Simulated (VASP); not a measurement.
Crystal: AlRu.

```xyz
2
Lattice="2.9916 0.0000 0.0000 0.0000 2.9916 0.0000 0.0000 0.0000 2.9916" Properties=species:S:1:pos:R:3 pbc="T T T"
Ru    1.4958    1.4958    1.4958
Al    0.0000    0.0000    0.0000
```

Base run:

| Quantity | Value |
| --- | --- |
| Program | VASP 6.6.1 |
| Functional | revPBE |
| Potentials or basis | VASP PAW PBE potentials, release 64 (Ru_pv, Al) |
| Cutoff | 520 eV |
| k mesh | 9 × 9 × 9 |
| Occupations | fermi-dirac, width 0.05 eV |
| Spin | no spin polarisation |

Its results: pressure 5.0 GPa.

Question: The run is repeated on the same cell with these changes: functional from revPBE to BLYP; further incar settings from ALGO = Normal; EDIFF = 1e-07 to ALGO = Normal; EDIFF = 1e-06; NBANDS = 16. What comes out?

Answer: Pressure 9.6 GPa.

Caveats: the PAW data sets were made with another functional, which shifts forces and pressure a little.
